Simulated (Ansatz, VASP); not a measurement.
## NaHgH2: VASP beside Ansatz

Aim: how closely do two programs agree when they are given the same cell, functional and k mesh? The cell is invented: other elements were put on sites of a known structure type. It may not be a known or stable phase. The cell is taken from a series of VASP runs on this material, whose earlier steps may have relaxed, scaled or displaced it; both programs get it as it stands.

Method: plane waves, with VASP 6.6.1 beside it; single point at PBE, in Ansatz 0.2.0.

## (1) The starting structure

Symmetry: C2, No. 5, monoclinic system. The conventional cell has a = 6.153 Å, b = 5.716 Å, c = 3.598 Å, α = 90.00°, β = 90.97°, γ = 90.00°. Nearest to Na lie 4 H at 2.31 to 2.33 Å. Hg has 2 H at 1.77 Å nearest. Nearest to H lie 1 Hg at 1.77 Å and 2 Na at 2.31 to 2.33 Å. Farther neighbours are not listed.

## (2) Ansatz: single point, PBE

Ansatz runs on its default PAW (the set named soft_2) files.

A single point gives forces, pressure and levels at one fixed geometry, so differences don't come from the geometry; what else differs is listed under the comparison.

File input.yaml:

```yaml
crystal:
  lattice:
    - [3.0679010793, -2.8582388709, 0.2318026444]
    - [3.0679010793, 2.8582388709, 0.2318026444]
    - [-0.33161311, 0.0, 3.5824049854]
  atoms:
    - { symbol: Na, position: [0.3271764941, 0.6728235059, 0.5] }
    - { symbol: Hg, position: [0.840025413, 0.159974587, 0.0] }
    - { symbol: H, position: [0.1961882979, 0.359288215, 0.997582934] }
    - { symbol: H, position: [0.640711785, 0.8038117021, 0.002417066] }
hamiltonian:
  xc: pbe
  pseudopotentials: { kind: paw }
kpoints:
  mp_grid: { grid: [7, 7, 7] }
scf:
  occupations: { method: fermi_dirac, width: 0.05 }
  n_extra_bands: 5
output:
  forces: true
  stress: true
  eigenvalues: true
```

On the command line:

```console
> ansatz run input.yaml --threads 2 --pin off --max-ram 4608MiB --backend cpu --events-out ev --progress --plain --runs-dir out
```

Numbers of over 12 decimals in the logs are rounded to 6 here.

Output:

```text
scf.n_extra_bands = 5 over 16 filled bands (N_el = 31.0): the run solves 21 bands
Engine: ansatz 0.2.0, aarch64-unknown-linux-gnu
Pseudopotentials: kind: paw
Pseudopotential: Na, paw, valence charge 9, recommended cutoff 420 eV (normal), Na.paw.azcp
Pseudopotential: Hg, paw, valence charge 20, recommended cutoff 420 eV (normal), Hg.paw.azcp
Pseudopotential: H, paw, valence charge 1, recommended cutoff 420 eV (normal), H.paw.azcp
Functional definition: PBE
  parameter kappa = 0.804
  parameter beta = 0.066725
  exchange = pbe_x(kappa = kappa, mu = beta*pi^2/3)
  correlation = pbe_c(beta = beta)
Crystal: 4 atoms, lattice volume = 63.266 Å³
Basis set: ecut = 420 eV, 1223 PW (Γ), exchange–correlation on 60×60×50 points (8 copies of the dense FFT grid, shifted against one another)
Bands: 21, of which v1, the nominal top of the filled ones, is band 16 counted from 1 (15 counted from 0)
Symmetry: 2 space group operations
Space group: C2 (ITA 5), of the structure as read, at distance tolerance 4.0e-5 Å
k-points: 100 of 343 (time reversal used)
Non-local potential: Na, projectors of the file, l = 0: 3, l = 1: 2, l = 2: 1
Non-local potential: Hg, projectors of the file, l = 0: 3, l = 1: 2, l = 2: 2, l = 3: 1
Non-local potential: H, projectors of the file, l = 0: 2, l = 1: 1
PAW form: soft (Blöchl's): semilocal exchange-correlation on the pseudo side does not see the compensation charge
PAW one-centre angular grid: Na, 110 points (default); XC on 64 Gauss nodes
PAW one-centre angular grid: Hg, 590 points (default); XC on 64 Gauss nodes
PAW one-centre angular grid: H, 110 points (default); XC on 64 Gauss nodes
Initial density: superposition of atomic densities (neutral atoms: chi_scale 0, normalization atom), corrected by the library's trained network
Initial wavefunctions: pseudopotential atomic-orbital guess
Functional: x = pbe(κ = 0.804, μ = 0.219515), c = pbe(β = 0.066725)
SCF iter   1: F=—  HF=-15331.011223 eV  |F-HF|=—  |Δ(HF+E_count)|=         —  Δρ=4.56e-3  dr2=2.63e-2  ethr=1.77e-3  ⟨swp⟩=6.0  Hψ=9472  notcnv=0
preconditioner: auto → Kerker (q_TF=auto, 2.422 Å⁻¹)  [metal: Δε(μ)=0.084 eV  Ē_g=11.655 eV  σ=0.050 eV  W_gap=0.39  n_scr=18 (ndim 8)  ℏωp=18.1 eV  f_vac=0.032  D(μ)=0.68/eV (n_scr^D=0)]
SCF iter   2: F=—  HF=-15331.007195 eV  |F-HF|=—  |Δ(HF+E_count)|=   4.03e-3  Δρ=2.83e-3  dr2=1.26e-2  ethr=8.47e-5  ⟨swp⟩=1.0  Hψ=2900  notcnv=0
SCF iter   3: F=—  HF=-15331.003322 eV  |F-HF|=—  |Δ(HF+E_count)|=   3.87e-3  Δρ=8.09e-4  dr2=7.97e-4  ethr=4.05e-5  ⟨swp⟩=2.0  Hψ=2684  notcnv=0
SCF iter   4: F=—  HF=-15331.003332 eV  |F-HF|=—  |Δ(HF+E_count)|=   9.78e-6  Δρ=2.47e-4  dr2=6.87e-5  ethr=2.57e-6  ⟨swp⟩=2.4  Hψ=2631  notcnv=0
SCF iter   5: F=—  HF=-15331.003327 eV  |F-HF|=—  |Δ(HF+E_count)|=   5.12e-6  Δρ=8.66e-5  dr2=6.56e-6  ethr=2.22e-7  ⟨swp⟩=2.0  Hψ=2373  notcnv=0  defer=10
SCF iter   6: F=—  HF=-15331.003331 eV  |F-HF|=—  |Δ(HF+E_count)|=   4.34e-6  Δρ=2.59e-5  dr2=5.69e-7  ethr=2.12e-8  ⟨swp⟩=2.1  Hψ=2835  notcnv=0  defer=10
SCF iter   7: F=—  HF=-15331.003331 eV  |F-HF|=—  |Δ(HF+E_count)|=   1.52e-7  Δρ=1.09e-5  dr2=1.04e-7  ethr=3.23e-10  ⟨swp⟩=7.7  Hψ=8974  notcnv=0
SCF iter   8: F=-15331.003331 eV  HF=-15331.003331 eV  |F-HF|=1.99e-9  |Δ(HF+E_count)|=   3.81e-8  Δρ=3.95e-6  dr2=1.13e-8  ethr=3.23e-10  ⟨swp⟩=4.0  Hψ=6268  notcnv=0
SCF 1 converged in 8 iterations: F = -15331.003331 eV  dr2 = 1.13e-8
  greatest PAW one-centre occupation: 1.000 electrons in one spin orbital (limit 2), on the Hg atom at site 1 (counted from 0), in its partial waves of l = 0
SCF converged after 8 iterations
Free energy (F): -15331.003331 eV
Harris-Foulkes:  -15331.003331 eV  (|F-HF|=1.99e-9)
Internal energy: -15330.997419 eV  (E = F + TS)
E sigma→0 (E₀):  -15331.000375 eV
Entropy (-TS):   -0.005912 eV (-1.478 meV/atom)
Fermi energy:    7.055872 eV
--- Per-component energies (eV) ---
  E_band       = -752.908810
  E_kinetic    = 749.795012
  E_local      = -4595.705564  (includes V_loc(G=0)·N_el)
  E_nonlocal   = 188.209989
  E_hartree    = 1860.373166
  E_xc         = -277.270458
  E_vxc        = -335.482496  (∫ρ·V_xc dr)
  E_paw        = -10207.162959  (= ΣΔE_a)
  E_vpaw       = -480.473012  (= ΣTr[D̂ρ^β])
  E_aug_tail   = -0.001119  (compensation charges beyond the density's cutoff)
  E_ewald      = -3049.235487
  E_smearing   = -0.005912  (= −TS)
  E_closure    = 0.000000  (closes the sum)
  Σ components = -15331.003331   (vs F -15331.003331, Δ=0.00e0)
--- Forces (eV/Å), atoms counted from 1 ---
  atom   1  Na     0.00000000    -0.00468136     0.00000000
  atom   2  Hg     0.00000000     0.05626877     0.00000000
  atom   3  H     -0.10390157    -0.02584623    -0.00692384
  atom   4  H      0.10390157    -0.02584623     0.00692384
  max |Σ_I F_I| component: 1.05e-4 eV/Å
--- Stress (GPa, compression-positive) ---
       -0.894064      -0.000000       0.186456
       -0.000000       0.409820      -0.000000
        0.186456      -0.000000      -0.168594
  P = ⅓ Tr σ = -0.2176 GPa (-2.176 kbar)
--- Band table (eV; the first three rows and the last of 100) ---
  k-point 0: bands = [... 12 lower, -0.3221, -0.3100, 4.3540, 9.1330, 9.9670, 11.7688, 12.4354, 12.7977, ... 1 higher]
  k-point 1: bands = [... 12 lower, -0.3560, -0.1658, 4.4277, 9.0814, 9.9324, 10.3746, 11.9709, 14.9039, ... 1 higher]
  k-point 2: bands = [... 12 lower, -0.4556, 0.4390, 4.5948, 7.1982, 9.9627, 10.9045, 12.5642, 15.2385, ... 1 higher]
  k-point 99: bands = [... 12 lower, -0.2465, 2.7744, 2.8603, 6.3534, 8.0363, 9.1969, 11.0412, 11.3838, ... 1 higher]
```

It took 4.9 s on 2 threads of Arm Neoverse V2, shared host; peak memory 0.41 GiB; 9.7 s of CPU time.

The column dr2 measures how far the density is from self-consistency, as an energy; F and HF (Harris–Foulkes) agree once it is small.

The run ends at a pressure of -0.22 GPa, with forces up to 0.11 eV/Å.

## (3) VASP: single point, PBE

The same cell, functional, mesh and smearing now go to VASP, with its own data sets and cutoff.

Lines of VASP's logs that name or quote its potential files are left out, and so is its time.

File INCAR:

```
SYSTEM = NaHgH2
PREC = Accurate
ENCUT = 400
EDIFF = 1E-06
NELM = 100
ISMEAR = -1
SIGMA = 0.05
LREAL = .FALSE.
ALGO = Normal
GGA = PE
NBANDS = 16
LORBIT = 11
LWAVE = .FALSE.
LCHARG = .TRUE.
ISIF = 2
LELF = .TRUE.
LVHAR = .TRUE.
```

File POSCAR:

```
NaHgH2
1.0
    3.0679010793     -2.8582388709      0.2318026444
    3.0679010793      2.8582388709      0.2318026444
   -0.3316131100      0.0000000000      3.5824049854
Na Hg H
1 1 2
Direct
    0.3271764941      0.6728235059      0.5000000000
    0.8400254130      0.1599745870      0.0000000000
    0.1961882979      0.3592882150      0.9975829340
    0.6407117850      0.8038117021      0.0024170660
```

File KPOINTS:

```
Automatic mesh
0
Gamma
7 7 7
0 0 0
```

Potentials, in the order of the species: Na_pv, Hg and H (PBE family, release 64).

On the command line:

```console
> mpirun -np 2 vasp_std
```

Output:

```text
[banner, memory and clock lines left out]
running    2 mpi-ranks, on    1 nodes
 distrk:  each k-point on    2 cores,    1 groups
 distr:  one band on    1 cores,    2 groups

 POSCAR found type information on POSCAR NaHgH
 POSCAR found :  3 types and       4 ions
 LDA part: xc-table for (Slater+PW92), standard interpolation
 POSCAR, INCAR and KPOINTS ok, starting setup
 FFT: planning ... GRIDC
 FFT: planning ... GRID_SOFT
 FFT: planning ... GRID
 WAVECAR not read
 entering main loop
       N       E                     dE             d eps       ncg     rms          rms(c)
DAV:   1     0.124633889681E+03    0.12463E+03   -0.90471E+03  3208   0.108E+03
DAV:   2    -0.400336002140E+01   -0.12864E+03   -0.12519E+03  3384   0.308E+02
DAV:   3    -0.839464192270E+01   -0.43913E+01   -0.43801E+01  3944   0.629E+01
DAV:   4    -0.842840076160E+01   -0.33759E-01   -0.33757E-01  3632   0.558E+00
DAV:   5    -0.842892361500E+01   -0.52285E-03   -0.52285E-03  4208   0.602E-01    0.720E+00
DAV:   6    -0.770621626235E+01    0.72271E+00   -0.11188E+00  3592   0.124E+01    0.428E+00
DAV:   7    -0.761878954321E+01    0.87427E-01   -0.51587E-01  3456   0.407E+00    0.161E+00
DAV:   8    -0.761757161986E+01    0.12179E-02   -0.46798E-02  3808   0.198E+00    0.278E-01
DAV:   9    -0.761768617516E+01   -0.11456E-03   -0.21154E-03  3864   0.514E-01    0.151E-01
DAV:  10    -0.761791368293E+01   -0.22751E-03   -0.89329E-04  3600   0.223E-01    0.241E-02
DAV:  11    -0.761792029944E+01   -0.66165E-05   -0.44520E-05  4224   0.590E-02    0.116E-02
DAV:  12    -0.761792053507E+01   -0.23562E-06   -0.87173E-06  3568   0.284E-02
   1 F= -.76179205E+01 E0= -.76149465E+01  d E =-.594800E-02
```

OUTCAR, selected parts (step 3):

```text
ion  position               nearest neighbor table
   1  0.327  0.673  0.500-   2 3.32   2 3.32
   2  0.840  0.160  0.000-   3 1.77   4 1.77   1 3.32   1 3.32
   3  0.196  0.359  0.998-   2 1.77
   4  0.641  0.804  0.002-   2 1.77

  LATTYP: Found a base centered monoclinic cell.
 ALAT       =     6.1532916389
 B/A-ratio  =     0.9290113450
 C/A-ratio  =     0.5846822648
 COS(beta)  =    -0.0168892186

 Subroutine GETGRP returns: Found  2 space group operations
 (whereof  2 operations were pure point group operations)

The static configuration has the point symmetry C_2 .

 Found    100 irreducible k-points:

   k-points           NKPTS =    100   k-points in BZ     NKDIM =    100   number of bands    NBANDS=     16

   dimension x,y,z NGX =    28 NGY =   28 NGZ =   24
   dimension x,y,z NGXF=    56 NGYF=   56 NGZF=   48

   ENCUT  =  400.0 eV  29.40 Ry    5.42 a.u.   6.85  6.85  5.87*2*pi/ulx,y,z

   NELECT =      21.0000    total number of electrons

 k-points in reciprocal lattice and weights: Automatic mesh
   0.00000000  0.00000000  0.00000000       0.003
   0.14285714 -0.00000000  0.00000000       0.012
   0.28571429  0.00000000  0.00000000       0.012
   0.42857143 -0.00000000  0.00000000       0.012
   0.14285714  0.14285714 -0.00000000       0.006
   0.28571429  0.14285714  0.00000000       0.012
   0.42857143  0.14285714  0.00000000       0.012
  -0.42857143  0.14285714 -0.00000000       0.012
  -0.28571429  0.14285714  0.00000000       0.012
[...]
-0.14285714 -0.28571429  0.42857143       0.012
  -0.14285714 -0.14285714  0.42857143       0.006

 average (electrostatic) potential at core
       1 -48.9374       2 -42.7453       3 -35.8296       4 -35.8296

 E-fermi :   1.6373

 k-point     1 :       0.0000    0.0000    0.0000
  band No.  band energies     occupation
    ...
      6      -6.0937      2.00000
      7      -5.8240      2.00000
      8      -5.7465      2.00000
      9      -5.7304      2.00000
     10      -1.0530      2.00000
     11       3.7134      0.00000
     12       4.5512      0.00000
     13       6.3498      0.00000
     14       7.0427      0.00000
     15       7.3857      0.00000
    ...

 k-point     2 :       0.1429   -0.0000    0.0000
  band No.  band energies     occupation
    ...
      6      -6.0947      2.00000
      7      -5.8295      2.00000
      8      -5.7343      2.00000
      9      -5.6892      2.00000
     10      -1.3876      2.00000
     11       3.0770      0.00000
     12       4.8676      0.00000
     13       6.9671      0.00000
     14       7.2179      0.00000
     15       7.7907      0.00000
    ...

 k-point     3 :       0.2857    0.0000    0.0000
  band No.  band energies     occupation
    ...
      6      -6.0984      2.00000
      7      -5.8446      2.00000
      8      -5.7404      2.00000
      9      -5.4453      2.00000
     10      -2.3486      2.00000
     11       2.9041      0.00000
     12       4.9096      0.00000
     13       6.9884      0.00000
     14       7.6861      0.00000
     15       8.2229      0.00000
    ...

  Total       -0.2948597      0.0350090     -0.2001764      0.0000000      0.0000000      0.0871549
  in kB       -7.4671440      0.8865827     -5.0693463      0.0000000      0.0000000      2.2071450
  external PRESSURE =      -3.8833026 kB  Pullay stress =       0.0000000 kB

  energy-cutoff  :      400.00
  volume of cell :       63.27
      direct lattice vectors                 reciprocal lattice vectors
     3.067901079 -2.858238871  0.231802644     0.161845903 -0.174932895  0.014981618
     3.067901079  2.858238871  0.231802644     0.161845903  0.174932895  0.014981618
    -0.331613110  0.000000000  3.582404985    -0.020944761  0.000000000  0.277203288

 POSITION                                       TOTAL-FORCE (eV/Angst)
 -----------------------------------------------------------------------------------
      2.90209      0.98794      2.02301         0.000000     -0.001172      0.000000
      3.06790     -1.94375      0.23180        -0.000000      0.103761      0.000000
      1.37334      0.46618      3.70251        -0.047012     -0.051294     -0.003324
      4.43085      0.46618      0.34350         0.047012     -0.051294      0.003324
 -----------------------------------------------------------------------------------
    total drift:                                0.000000      0.001731      0.000000

  FREE ENERGIE OF THE ION-ELECTRON SYSTEM (eV)
  ---------------------------------------------------
  free  energy   TOTEN  =        -7.6179205351 eV

  energy  without entropy=       -7.6119725370  energy(sigma->0) =       -7.61494654

 total charge
# of ion       s       p       d       tot
------------------------------------------
    1        0.060   5.979   0.000   6.039
    2        0.855   0.430   9.264  10.549
    3        0.501   0.012   0.000   0.512
    4        0.501   0.012   0.000   0.512
--------------------------------------------------
tot          1.915   6.433   9.264  17.612

[... 3 further parts left out ...]
```

The run ends at a pressure of -0.39 GPa, with forces up to 0.10 eV/Å.

## (4) Differences

Known differences besides the potentials themselves: the data sets hold 31 valence electrons in Ansatz (default PAW (the set named soft_2) files) and 21 in VASP; the cutoff is 420 eV in Ansatz and 400 eV in VASP; VASP leaves aspherical gradient terms in its spheres out (LASPH is not set), Ansatz keeps them. Total energies have different zeros and are not compared.

Both answers:

| quantity | Ansatz | VASP | difference |
| --- | --- | --- | --- |
| pressure (GPa) | -0.22 | -0.39 | +0.17 |
| pressure without Ansatz's Pulay correction (GPa) | -0.30 | -0.39 | +0.09 |

Forces (eV/Å; atoms numbered as in POSCAR):

| atom | Ansatz x, y, z | VASP x, y, z |
| --- | --- | --- |
| Na1 | 0.000, -0.005, 0.000 | 0.000, -0.001, 0.000 |
| Hg2 | 0.000, 0.056, 0.000 | 0.000, 0.104, 0.000 |
| H3 | -0.104, -0.026, -0.007 | -0.047, -0.051, -0.003 |
| H4 | 0.104, -0.026, 0.007 | 0.047, -0.051, 0.003 |

The forces differ by 29 meV/Å r.m.s., which is 70.1 % of the r.m.s. force of 0.04 eV/Å (both taken over all components). Ansatz's pressure holds a Pulay correction of 0.08 GPa; VASP's holds none.

## (5) Further runs

Further runs change the set-up of one program: Ansatz's method, potentials or start, or VASP's data sets, cutoff or form of LDA. The table gives Ansatz less VASP for each quantity, since a change that brings one quantity closer may part another.

| run | r.m.s. force difference (meV/Å) | pressure (GPa) |
| --- | --- | --- |
| as above | 29 | 0.17 |
| Ansatz's larger PAW set (cutoff 1000 eV) | 27 | 0.20 |
| norm-conserving potentials (cutoff 1197 eV) | 25 | 0.21 |

## (6) What came out

```
r.m.s. force difference (single point, PBE) : 29 meV/Å
```

**Reading.** The r.m.s. force difference is 29 meV/Å (single point, PBE), beyond the 12 meV/Å picked in this series as the mark of a large difference. For single point, PBE, no further run moves any of the tabulated differences by more than a quarter of its size. How closely two codes agree says nothing of how well the functional describes the real material.

[Lines on the potential files, build, host, timing and source positions are cut from VASP's logs without a mark.]

[Logs are printed without paths, hosts, clocks, repeated set-up lines and the standing remarks that a program may print on its own settings, such as how far it seeks lower states.]

[Hosts, paths, dates, database ids (printed as entryN), source tags and the programs' standing remarks are cut or masked in the printed files.]
